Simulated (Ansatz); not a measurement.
# WS2 in Ansatz: notebook

The runs below take WS2 through single point, with HSE06 form with a typed share of exact exchange.

All numbers are computed with Ansatz 0.2.0; they aren't measurements. Logs are shortened: lines on timing, memory, paths and dates and some standing lists are left out, and cuts for length are marked.

### Step 1. The slab as given

The cell holds a slab with vacuum, 3 atoms: a = 3.184 Å, b = 3.184 Å, c = 16.951 Å, α = 90.00°, β = 90.00°, γ = 120.00°.

### Step 2. Single point, HSE06 form with a typed share of exact exchange

File input.yaml:

```yaml
crystal:
  lattice:
    - [3.1835163552, 0.0, 0.0]
    - [-1.5917581776, 2.7570060369, 0.0]
    - [0.0, 0.0, 16.95057789]
  atoms:
    - { symbol: W, position: [0.0, 0.0, 0.0] }
    - { symbol: S, position: [0.3333333333, 0.6666666667, 0.09200051] }
    - { symbol: S, position: [0.3333333333, 0.6666666667, 0.90799949] }
hamiltonian:
  xc: { exchange: pbe, correlation: pbe, exx: { coeff: 0.4, omega: 0.2 } }
  pseudopotentials: { kind: paw }
kpoints:
  mp_grid: { grid: [5, 5, 1] }
scf:
  occupations: { method: fermi_dirac, width: 0.05 }
output:
  forces: true
  stress: true
  eigenvalues: true
```

Potentials or basis: Ansatz PAW.

Started as:

```
$ ansatz run input.yaml --threads 2 --pin off --max-ram 5632MiB --backend cpu --events-out ev --progress --plain --runs-dir out
```

Standard output:

```text
Warning: output.stress: scf.convergence.dr2_threshold = 1e-7 eV (the SCF's general default) is looser than the 3e-10 eV advised for a printed stress (1e-10 eV for each atom of the cell: 3). What an SCF threshold leaves in a stress goes as its square root, and in the free energy as the threshold itself, and one threshold admits the most on a small cell: of the crystals measured, under no hybrid functional and no lock of the moments, on runs that ended without the residual-converged pass, on stresses that held no estimate of that error, the worst erred by over 100 MPa in a component at 1e-7 eV an atom and by under 5 at 1e-10. Set scf.convergence.dr2_threshold to 3e-10 eV or tighter. The threshold is an SCF's pass mark: one that does not reach it within its budget of iterations ends unconverged, or closes short of it on a stop that the run arms, and scf.convergence.dr2_threshold's page says what that costs each kind of run
Warning: output.stress: scf.exx.energy_threshold = 1e-6 eV is looser than the 3e-8 eV advised for a stress under a hybrid functional (1e-8 eV for each atom of the cell: 3). Every SCF of the exchange loop can meet its threshold on dr2 while the loop round them stops early: no threshold on dr2 bounds what that leaves in the stress. Set scf.exx.energy_threshold to 3e-8 eV or tighter. The threshold is the loop's pass mark: a loop that does not reach it within its budget of cycles ends unconverged, and scf.exx.energy_threshold's page has the law
Warning: RAYON_NUM_THREADS=2 ignored (pool sized by the plan → 2); use --threads N
Engine: ansatz 0.2.0, x86_64-unknown-linux-gnu
Pseudopotentials: kind: paw
Pseudopotential: W, paw, valence charge 14, recommended cutoff 420 eV (normal), W.paw.azcp
Pseudopotential: S, paw, valence charge 6, recommended cutoff 420 eV (normal), S.paw.azcp
Functional definition: unnamed
  parameter a_1 = 0.4
  parameter omega_1 = 0.2/angstrom
  exchange = pbe_x + (-a_1)*pbe_x_sr(omega_1) + a_1*exact_x_sr(omega_1)
  correlation = pbe_c
Crystal: 3 atoms, lattice volume = 148.775 Å³
Basis set: ecut = 420 eV, 2937 PW (Γ), exchange–correlation on 48×48×240 points (8 copies of the dense FFT grid, shifted against one another)
Bands: 17, of which v1, the nominal top of the filled ones, is band 13 counted from 1 (12 counted from 0)
Symmetry: 12 space group operations
Space group: P-6m2 (ITA 187), of the structure as read, at distance tolerance 5.3e-5 Å
k-points: 5 of 25 (time reversal used)
Non-local potential: W, projectors of the file, l = 0: 3, l = 1: 2, l = 2: 2, l = 3: 1
Non-local potential: S, projectors of the file, l = 0: 2, l = 1: 2, l = 2: 2
PAW form: soft (Blöchl's): semilocal exchange-correlation on the pseudo side does not see the compensation charge
PAW frozen core: W, regenerated for the run's functional, and the local potential with it (the file was generated under x = pbe(κ = 0.804, μ = 0.2195149727645171), c = pbe(β = 0.06672455060314922))
PAW frozen core: S, regenerated for the run's functional, and the local potential with it (the file was generated under x = pbe(κ = 0.804, μ = 0.2195149727645171), c = pbe(β = 0.06672455060314922))
PAW one-centre angular grid: W, 590 points (default); XC on 64 Gauss nodes
PAW one-centre angular grid: S, 110 points (default); XC on 64 Gauss nodes
Initial density: superposition of atomic densities (neutral atoms: chi_scale 0, normalization atom), corrected by the library's trained network
Initial wavefunctions: pseudopotential atomic-orbital guess
Functional: x = pbe(κ = 0.804, μ = 0.2195149727645171), c = pbe(β = 0.06672455060314922), warm-up for x = pbe(κ = 0.804, μ = 0.2195149727645171) + 0.4 (exact − pbe) at short range (hse, ω = 0.2 Å⁻¹), c = pbe(β = 0.06672455060314922)
SCF iter   1: F=—  HF=-12191.429199 eV  |F-HF|=—  |Δ(HF+E_count)|=         —  Δρ=4.26e-3  dr2=1.88e-2  ethr=1.77e-3  ⟨swp⟩=5.4  Hψ=362  notcnv=0
preconditioner: auto → none  [insulator: Δε(μ)=2.162 eV  Ē_g=8.801 eV  σ=0.050 eV  W_gap=1.00  n_scr=10 (ndim 8)  ℏωp=12.9 eV  f_vac=0.610  D(μ)=0.00/eV (n_scr^D=0)]
[... 40 lines left out ...]
Frozen-core exchange: fock
SCF iter   1: F=—  HF=-12194.763544 eV  |F-HF|=—  |Δ(HF+E_count)|=         —  Δρ=2.72e-6  dr2=3.64e-9  ethr=1.08e-9  ⟨swp⟩=3.6  Hψ=218  notcnv=0
preconditioner: auto → none  [insulator: Δε(μ)=3.209 eV  Ē_g=11.110 eV  σ=0.050 eV  W_gap=1.00  n_scr=10 (ndim 8)  ℏωp=12.9 eV  f_vac=0.611  D(μ)=0.00/eV (n_scr^D=0)]
SCF iter   2: F=-12194.763544 eV  HF=-12194.763544 eV  |F-HF|=7.28e-10  |Δ(HF+E_count)|=  2.55e-10  Δρ=1.44e-6  dr2=1.02e-9  ethr=1.30e-11  ⟨swp⟩=3.2  Hψ=184  notcnv=0
SCF 4 converged in 2 iterations: F = -12194.763544 eV  dr2 = 1.02e-9
  Residual-converged pass: ⟨swp⟩=3.0  Hψ=171  notcnv=0  max |occ|·‖R‖ = 1.2e-6 eV (tolerance 1.2e-6 eV)  dr2=1.02e-9  dr2_onsite=1.07e-10  max |Δocc| = 2.7e-24
hybrid outer 3: dexx = +2.753e-9 eV, tail = 2.33e-9 eV, Δε = 1.84e-4 eV (about 4.27e-5 eV left of the loop's levels), ΔF = 1.18e-4 eV/Å (tail 1.69e-4)
hybrid SCF converged: 3 outer / 17 inner (+5 warm-up), last move |dexx| = 2.75e-9 eV, tail = 2.33e-9 eV
Stability not checked: this state was not tested for a lower state beside it, because the functional holds exact exchange (a hybrid, or Hartree-Fock), whose exchange loop this test does not read (fock_operator; see scf.lower_state_search)
Free energy (F): -12194.763544 eV
Frozen-core exchange: fock
Harris-Foulkes:  -12194.763544 eV  (|F-HF|=7.28e-10)
Internal energy: -12194.763544 eV  (E = F + TS)
E sigma→0 (E₀):  -12194.763544 eV
Fermi energy:    1.162322 eV
--- Per-component energies (eV) ---
  E_band       = -539.578997
  E_kinetic    = 662.065032
  E_local      = -12390.707617  (includes V_loc(G=0)·N_el)
  E_nonlocal   = 58.146878
  E_hartree    = 5873.848948
  E_xc         = -312.069750
  E_vxc        = -279.537766  (∫ρ·V_xc dr)
  E_exx        = -101.803418  (= α·E_x^exact, valence–valence)
  E_paw        = -9812.198488  (= ΣΔE_a)
  E_vpaw       = -133.635563  (= ΣTr[D̂ρ^β])
  E_aug_tail   = -0.000059  (compensation charges beyond the density's cutoff)
  E_ewald      = 3832.888907
  E_core_change = -4.933978  (= ΣΔE_core)
  E_smearing   = -0.000000  (= −TS)
  E_closure    = 0.000000  (closes the sum)
  Σ components = -12194.763544   (vs F -12194.763544, Δ=1.82e-12)
--- Forces (eV/Å), atoms counted from 1 ---
  atom   1  W      0.00000000    -0.00000000     0.00000000
  atom   2  S      0.00000000     0.00000000    -0.51391263
  atom   3  S      0.00000000     0.00000000     0.51391263
  max |Σ_I F_I| component: 7.63e-17 eV/Å
--- Stress (GPa, compression-positive) ---
       -2.117597       0.000000       0.000000
       -0.000000      -2.117597       0.000000
        0.000000       0.000000      -1.727884
  P = ⅓ Tr σ = -1.9877 GPa (-19.877 kbar)
--- Band table (eV; the first three rows and the last of 5) ---
  k-point 0: bands = ["-80.5176", "-42.5671", "-42.3449", "-42.3449", "-17.8107", "-15.8699", "-8.0353", "-3.9627", "-3.9627", "-3.0364", "-2.3931", "-2.3931", "-0.3944", "3.7527", "3.7527", "3.8815", "3.8815"]
  k-point 1: bands = ["-80.5089", "-42.5375", "-42.5108", "-42.3835", "-17.0885", "-15.6197", "-7.2287", "-5.4562", "-4.5467", "-3.3328", "-3.2791", "-2.3384", "-1.0553", "3.0295", "3.3919", "3.8043", "4.8506"]
  k-point 2: bands = ["-80.4948", "-42.7709", "-42.4886", "-42.4452", "-15.6536", "-15.1417", "-7.8364", "-6.2619", "-5.7870", "-4.4073", "-3.0088", "-2.2507", "-1.8177", "3.4761", "3.7309", "4.9291", "5.8586"]
  k-point 4: bands = ["-80.4905", "-42.7584", "-42.5577", "-42.4738", "-15.1272", "-14.9326", "-7.5154", "-7.0041", "-5.6230", "-4.5599", "-4.3063", "-3.1750", "-0.7961", "2.9197", "4.6444", "4.6926", "6.2435"]
```

Run time: 22 s. Hardware: 2 threads of AMD EPYC 7R32 (Zen 2), shared host; peak memory 1 GiB.

Results:

| Item | Value |
| --- | --- |
| Free energy | -12194.7635 eV |
| Largest force | 0.514 eV/Å |
| Band gap on the k mesh | 3.21 eV, indirect (least direct gap 3.72 eV) |

Forces on the atoms (eV/Å):
```
W    0.000  0.000  0.000
S    0.000  0.000 -0.514
S    0.000  0.000  0.514
```

Stress tensor (GPa, compression positive):
```
-2.12  0.00  0.00
 0.00 -2.12  0.00
 0.00  0.00 -1.73
```

Levels at points of the mesh, in eV from the valence-band top:
| k point | band 11 | band 12 | band 13 | band 14 | band 15 | band 16 |
| --- | --- | --- | --- | --- | --- | --- |
| (0.00, 0.00, 0.00) | -2.00 | -2.00 | 0.00 | 4.15 | 4.15 | 4.28 |

Caveat: the k mesh is coarse (spacing up to 0.46 Å⁻¹), so the values aren't converged, least of all with exact exchange; odd divisions of the mesh miss points on the zone boundary, where band edges often lie, so the gap on the mesh can be too wide; spin-orbit coupling is left out, which moves the levels of the heavy elements; the PAW data sets come from PBE, with cores solved anew for the run's functional, which leaves a small shift of forces and pressure; the thresholds are loose for stress.

### Step 3. Single point, HSE06 form with a typed share of exact exchange

Changes to input.yaml since step 2:

```diff
@@ -10,3 +10,3 @@
 hamiltonian:
-  xc: { exchange: pbe, correlation: pbe, exx: { coeff: 0.4, omega: 0.2 } }
+  xc: { exchange: pbe, correlation: pbe, exx: { coeff: 0.5, omega: 0.2 } }
   pseudopotentials: { kind: paw }
```

Potentials or basis: Ansatz PAW.

Started as:

```
$ ansatz run input.yaml --threads 2 --pin off --max-ram 5632MiB --backend cpu --events-out ev --progress --plain --runs-dir out
```

Run time: 23 s. Hardware: 2 threads of AMD EPYC 7R32 (Zen 2), shared host; peak memory 1 GiB.

The run converged. Its results:

```yaml
Free_energy: -12195.6571 eV
Largest_force: 0.700 eV/Å
Band_gap_on_the_k_mesh: 3.49 eV, indirect (least direct gap 3.97 eV)
```

Forces in eV/Å, atoms in the order of the input:
```
W    0.000  0.000  0.000
S    0.000  0.000 -0.700
S    0.000  0.000  0.700
```

Stress tensor (GPa, compression positive):
```
-2.73  0.00  0.00
 0.00 -2.73  0.00
 0.00  0.00 -2.35
```

Levels at points of the mesh, in eV from the valence-band top:
| k point | band 10 | band 11 | band 12 | band 13 | band 14 | band 15 | band 16 | band 17 |
| --- | --- | --- | --- | --- | --- | --- | --- | --- |
| (0.00, 0.00, 0.00) | -2.78 | -2.08 | -2.08 | 0.00 | 4.49 | 4.49 | 4.60 | 4.60 |

Caveat: the k mesh is coarse (spacing up to 0.46 Å⁻¹), so the values aren't converged, least of all with exact exchange; odd divisions of the mesh miss points on the zone boundary, where band edges often lie, so the gap on the mesh can be too wide; spin-orbit coupling is left out, which moves the levels of the heavy elements; the PAW data sets come from PBE, with cores solved anew for the run's functional, which leaves a small shift of forces and pressure; the thresholds are loose for stress.
